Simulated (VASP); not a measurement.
AlN, 4 atoms in the cell. Symmetry: P6_3mc, No. 186, hexagonal system. Conventional cell: a = 3.107 Å, b = 3.107 Å, c = 4.979 Å, α = 90.00°, β = 90.00°, γ = 120.00°. Al (site symmetry 3m) has 4 N at 1.89 to 1.90 Å as nearest neighbours. Around N (site symmetry 3m) lie 4 Al at 1.89 to 1.90 Å. The cell was built by a generator and needn't be a form met in nature.

* Program: VASP 6.6.1
* Task: single point
* Functional: r2SCAN
* Potentials or basis: VASP PAW PBE potentials, release 64 (Al, N)
* Cutoff: 520 eV
* k mesh: 6 × 6 × 4
* Occupations: gaussian, width 0.5 eV
* Spin: no spin polarisation
* Dipole correction: no
* Further INCAR settings: ALGO = Normal; EDIFF = 1e-06; NBANDS = 16

Potentials or basis: VASP PAW PBE potentials, release 64 (Al, N).

Command:

```bash
$ cat potpaw_PBE.64/Al/POTCAR potpaw_PBE.64/N/POTCAR > POTCAR
$ cp INCAR.step1 INCAR
$ mpirun -np 1 vasp_std > vasp.out
$ cp INCAR.step2 INCAR
$ mpirun -np 1 vasp_std > vasp.out
```

Hardware: 1 thread of Intel(R) Xeon(R) 6975P-C (Granite Rapids), with other jobs on the host.

**Question.** Estimate the wall time of this run.

**Answer.** Run time: 30 s on 1 thread of Intel(R) Xeon(R) 6975P-C (Granite Rapids), on a shared host, peak memory 0.16 GiB. Counts: scf iterations 10, k points 21.
